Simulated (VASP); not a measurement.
Write the native input for VASP 6.6.1 that does the following.

```yaml
Task: relaxation of cell and atoms
Functional: PBE
Dispersion: D3(BJ)
Potentials_or_basis: VASP PAW PBE potentials, release 64 (Se, In_d)
Cutoff: 600 eV
k_mesh: 9 × 9 × 1
Occupations: gaussian, width 0.03 eV
Spin: no spin polarisation
Further_INCAR_settings: ALGO = Normal; EDIFF = 1e-07; IBRION = 2; EDIFFG = -0.005; NSW = 90; ISIF = 3
```

The structure of InSe lies in POSCAR:

```
InSe                                    
1.0
    4.0318505908      0.0000000000      0.0000000000
   -2.0159252954      3.4916850408      0.0000000000
    0.0000000000      0.0000000000     31.7977120000
  Se              In            
     4     4
Direct
     1.0000000000000000    0.0000000000000000    0.2845437175695552
     1.0000000000000000    0.0000000000000000    0.4537588018551889
     0.6666666699999979    0.3333333300000021    0.5462331419140123
     0.6666666699999979    0.3333333300000021    0.7153853954297401
     0.6666666699999979    0.3333333300000021    0.3252633444235644
     0.6666666699999979    0.3333333300000021    0.4131611539221234
     0.3333333300000021    0.6666666699999979    0.5867748254365116
     0.3333333300000021    0.6666666699999979    0.6746672794493063
```

One way to write it, as run:

INCAR

```
PREC = Accurate
ENCUT = 600
EDIFF = 1E-7
ISMEAR = 0
SIGMA = 0.03
LREAL = False
LASPH = True
NELM = 80
ALGO = Normal
ISIF = 3
LWAVE = False
LCHARG = False
GGA = PE
IVDW = 12
IBRION = 2
NSW = 90
EDIFFG = -0.005
LATTICE_CONSTRAINTS = .TRUE. .TRUE. .FALSE.
KPAR = 4
```

KPOINTS

```
regular mesh
0
Gamma
  9 9 1
```

Potentials or basis: VASP PAW PBE potentials, release 64 (Se, In_d).

Run with:

```console
$ cat potpaw_PBE.64/Se/POTCAR potpaw_PBE.64/In_d/POTCAR > POTCAR
$ mpirun -np 4 vasp_std > vasp.out
```

Results of the run:

```
Relaxed volume                         : 55.95 Å³/atom
Relaxed cell                           : a = 4.032 Å, b = 4.032 Å, c = 31.798 Å, α = 90.00°, β = 90.00°, γ = 120.00°
Space group after relaxing (to 0.05 Å) : P3m1 (No. 156)
Energy gained by relaxing              : 0.0 meV/atom
Ionic steps                            : 2
Largest force after relaxing           : 0.005 eV/Å
Band gap on the k mesh                 : 1.03 eV, indirect (least direct gap 1.10 eV)
Dispersion energy per atom             : -0.260 eV
```

Caveat: spin-orbit coupling is left out, which moves the levels of the heavy elements.

Run time: 3.6 min on 4 MPI ranks on AMD EPYC 7R13 Processor (Zen 3), with other jobs on the host, peak memory 0.78 GiB a rank.
